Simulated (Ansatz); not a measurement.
# Ba (Im-3m) in Ansatz: a series of runs, part 2 of 2

Ansatz 0.2.0. Earlier steps stand in the parts before.

## (4) Band structure, PBEsol

The input, input.yaml:

```yaml
crystal:
  lattice:
    - [-2.5065, 2.5065, 2.5065]
    - [2.5065, -2.5065, 2.5065]
    - [2.5065, 2.5065, -2.5065]
  atoms:
    - { symbol: Ba, position: [0.0, 0.0, 0.0] }
kpoints:
  mp_grid: { grid: [8, 8, 8] }
  band_path:
    path:
      - [0.0, 0.0, 0.0]
      - [0.5, -0.5, 0.5]
      - [0.0, 0.0, 0.5]
      - [0.0, 0.0, 0.0]
      - [0.25, 0.25, 0.25]
      - [0.5, -0.5, 0.5]
    npoints: 10
scf:
  occupations: { method: fermi_dirac, width: 0.05 }
hamiltonian:
  xc: pbesol
  pseudopotentials:
    kind: all_electron
    lapw: { basis_error: 0.001 }
    dirac_shells: { Ba: ["3p", "3d"] }
output:
  forces: true
  stress: true
  eigenvalues: true
```

Potentials or basis: all-electron LAPW, inner shells corrected to Dirac's equation.

The run is started by

```console
> ansatz run input.yaml --threads 1 --pin off --max-ram 3072MiB --backend cpu --events-out ev --progress --plain --runs-dir out
```

Standard output:

```text
Warning: RAYON_NUM_THREADS=1 ignored (pool sized by the plan → 1); use --threads N
LAPW: plane waves up to 4.413 Å⁻¹, error target 1.0e-3 eV per atom; small_component_spin mean_spin; Ba in spheres of 2.171 Å, 20 of its electrons in bands, Dirac shells [2p, 3p, 3d] (how accurate: hamiltonian.pseudopotentials.lapw.basis_error, Limitations)
Engine: ansatz 0.2.0, aarch64-unknown-linux-gnu
Pseudopotentials: kind: all_electron
Pseudopotential: Ba, LAPW, valence charge 20, lapw/all_electron/scalar/gaussian/Ba, Koelling and Harmon's equation with Dirac's for 2p 3p 3d, gaussian nucleus
Functional definition: PBEsol
  exchange = pbesol_x
  correlation = pbesol_c
Crystal: 1 atoms, lattice volume = 62.989 Å³
Basis set: ecut = 74.18570764797475 eV, 87 PW (Γ), exchange–correlation at level 2
Bands: 14, of which v1, the nominal top of the filled ones, is band 10 counted from 1 (9 counted from 0)
Symmetry: 48 space group operations
Space group: Im-3m (ITA 229), of the structure as read, at distance tolerance 4.0e-5 Å
k-points: 29 of 512
Non-local potential: Ba, projectors of the file, none
Initial density: superposition of atomic densities (chi_scale 0.1, normalization cell)
Initial wavefunctions: plane waves of lowest kinetic energy (no species holds an atomic orbital)
Functional: x = pbesol(κ = 0.804, μ = 0.12345679012345678), c = pbesol(β = 0.046)
iter 1 solved again at ethr=1.88e-5 eV; its pass at ethr=1.00e-1 eV (dr2=3.77e-3 eV) is discarded
SCF iter   1: F=—  HF=-221383.907652 eV  |F-HF|=—  |Δ(HF+E_count)|=         —  Δρ=2.06e-3  dr2=3.79e-3  ethr=1.88e-5  ⟨swp⟩=6.3  Hψ=3225  notcnv=0
preconditioner: auto → none  [insulator: Δε(μ)=0.171 eV  Ē_g=2.782 eV  σ=0.050 eV  W_gap=0.66  n_scr=12 (ndim 8)  ℏωp=6.6 eV  f_vac=0.000  D(μ)=0.93/eV (n_scr^D=0)  ε∞_Penn≈6.7]
SCF iter   2: F=—  HF=-221383.910021 eV  |F-HF|=—  |Δ(HF+E_count)|=   2.37e-3  Δρ=1.11e-3  dr2=1.10e-3  ethr=1.88e-5  ⟨swp⟩=2.0  Hψ=1343  notcnv=0
iter 3 solved again at ethr=5.15e-8 eV; its pass at ethr=5.52e-6 eV (dr2=1.03e-5 eV) is discarded
SCF iter   3: F=—  HF=-221383.911294 eV  |F-HF|=—  |Δ(HF+E_count)|=   1.27e-3  Δρ=9.76e-5  dr2=1.02e-5  ethr=5.15e-8  ⟨swp⟩=2.3  Hψ=2204  notcnv=0
SCF iter   4: F=—  HF=-221383.911268 eV  |F-HF|=—  |Δ(HF+E_count)|=   2.64e-5  Δρ=2.16e-5  dr2=5.20e-7  ethr=5.11e-8  ⟨swp⟩=2.0  Hψ=1342  notcnv=0
SCF iter   5: F=-221383.911268 eV  HF=-221383.911268 eV  |F-HF|=4.07e-10  |Δ(HF+E_count)|=   1.47e-7  Δρ=3.68e-7  dr2=1.53e-10  ethr=2.60e-9  ⟨swp⟩=2.4  Hψ=1354  notcnv=0
SCF 1 converged in 5 iterations: F = -221383.911268 eV  dr2 = 1.53e-10
NSCF: frozen V_eff on 51 k-points
SCF converged after 5 iterations
Free energy (F): -221383.911268 eV
Harris-Foulkes:  -221383.911268 eV  (|F-HF|=4.07e-10)
Internal energy: -221383.903171 eV  (E = F + TS)
E sigma→0 (E₀):  -221383.907219 eV
Entropy (-TS):   -0.008098 eV (-8.098 meV/atom)
Fermi energy:    7.549533 eV
--- Per-component energies (eV) ---
  E_band       = -837.949845
  E_kinetic    = 236272.762574
  E_xc         = -5308.508124
  E_electrostatic = -452348.157621  (all electrons and nuclei)
  E_smearing   = -0.008098  (= −TS)
  E_closure    = 0.000000  (closes the sum)
  E_atoms      = -221381.791664  (free atoms, spherical and without spin; not in F)
  Σ components = -221383.911268   (vs F -221383.911268, Δ=0.00e0)
  Basis errors (estimates in eV, not in F): energy 3.6e-4 per atom: plane waves 3.3e-4 (1.7e-4 summed), levels above the bands 3.0e-29, relativity 4.6e-9, radial functions 2.9e-5, core shells 3.3e-7; eigenvalues (radial functions only) 1.5e-6; not estimated: angular momenta, meshes, grids; target (lapw.basis_error) 1.0e-3; muffin-tin radii Ba 2.171 Å
--- Forces (eV/Å), atoms counted from 1 ---
  atom   1  Ba     0.00000000     0.00000000     0.00000000
  max |Σ_I F_I| component: 2.82e-32 eV/Å
--- Stress (GPa, compression-positive) ---
       -0.710466       0.000000       0.000000
        0.000000      -0.710466      -0.000000
        0.000000      -0.000000      -0.710466
  P = ⅓ Tr σ = -0.7105 GPa (-7.105 kbar)
--- Band table (eV; the first three rows and the last of 29) ---
  k-point 0: bands = ["-77.0649", "-77.0649", "-77.0649", "-77.0595", "-77.0595", "-21.2834", "-6.2092", "-6.2092", "-6.2092", "4.8054", "9.3869", "9.3869", "9.3869", "10.8203"]
  k-point 1: bands = ["-77.0649", "-77.0649", "-77.0649", "-77.0595", "-77.0595", "-21.2770", "-6.2821", "-6.2317", "-6.2096", "5.0929", "9.1522", "9.2156", "9.6679", "10.4887"]
  k-point 2: bands = ["-77.0649", "-77.0649", "-77.0649", "-77.0595", "-77.0595", "-21.2616", "-6.4511", "-6.2853", "-6.2107", "5.8179", "8.6934", "8.7129", "10.4747", "10.5390"]
  k-point 28: bands = ["-77.0649", "-77.0649", "-77.0649", "-77.0595", "-77.0595", "-21.2074", "-6.5329", "-6.5329", "-6.5329", "7.0361", "7.0361", "11.5698", "11.5698", "11.5698"]
```

Wall time 2.2 s (1 thread of Arm Neoverse V2, shared host); peak memory 0.2 GiB.

Results:

- Free energy: -221383.9113 eV
- Pressure: -0.7 GPa
- Band gap along the path: none (metal or under the smearing width)

Levels at the corners of the path, in eV from the Fermi level:
| point | band 8 | band 9 | band 10 | band 11 | band 12 | band 13 |
| --- | --- | --- | --- | --- | --- | --- |
| Γ | -13.76 | -13.76 | -2.74 | 1.84 | 1.84 | 1.84 |
| H | -14.08 | -14.08 | -0.51 | -0.51 | 4.02 | 4.02 |
| N | -13.91 | -13.76 | -0.88 | 0.70 | 1.26 | 3.22 |
| Γ | -13.76 | -13.76 | -2.74 | 1.84 | 1.84 | 1.84 |
| P | -13.99 | -13.99 | 0.54 | 0.54 | 0.54 | 3.51 |
| H | -14.08 | -14.08 | -0.51 | -0.51 | 4.02 | 4.02 |

Caveat: spin-orbit coupling is left out, which moves the levels of the heavy elements.

## (5) Summary

```csv
potentials or basis,cutoff (eV),basis error allowed,pressure (GPa)
"all-electron LAPW, non-relativistic",75,0.001 eV/atom,-0.8
all-electron PAW datasets made for the crystal,220,-,-0.7
"all-electron LAPW, inner shells corrected to Dirac's equation",74,0.001 eV/atom,-0.7
```

Alike in all rows: task band structure; level PBEsol; no spin polarisation; cell as given; k mesh 8 × 8 × 8; smearing fermi-dirac 0.05 eV.

Caveats: spin-orbit coupling is left out, which moves the levels of the heavy elements; relativity is left out, which matters for the heavier elements (some runs).

Compare energies only between runs with the same functional and basis.
